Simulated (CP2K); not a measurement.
Runs of CP2K 2026.2 on MgTe. It takes space group F-43m (No. 216, cubic). The conventional cell has a = 6.464 Å, b = 6.464 Å, c = 6.464 Å, α = 90.00°, β = 90.00°, γ = 90.00°. Te (site symmetry -43m) has 4 Mg at 2.80 Å as nearest neighbours. Mg (site symmetry -43m) has 4 Te at 2.80 Å as nearest neighbours. The cell comes from a database or a generator and needn't be the stable form of this composition.

```tsv
level	cutoff of the non-local correlation (Ry)	gap on the mesh (eV)	pressure (GPa)
BLYP	-	2.37	2.7
PBEsol	-	2.10	0.9
LDA	-	1.98	(b)
vdW-DF2	300	2.33	(c)
optB88-vdW	300	2.26	(a)
```

Alike in all rows: task single point; potentials or basis POTENTIAL_UZH Te GTH-PBE-q6, Mg GTH-PBE-q10; TZVP-MOLOPT-PBE-GTH basis; no spin polarisation; cell as given; k mesh 7 × 7 × 7; smearing fermi-dirac 0.05 eV.

Q: Estimate the missing entries.

A: (a) 1.2; (b) 0.2; (c) 2.3.

Caveats: the potentials were made for another functional, which shifts forces and pressure; spin-orbit coupling is left out, which moves the levels of the heavy elements; the basis of atomic orbitals isn't converged, which shifts pressures, moduli and gaps.

A k mesh can miss the band edges, and the runs leave out spin-orbit coupling on Te.

Runs at the PBE level aren't shown here.
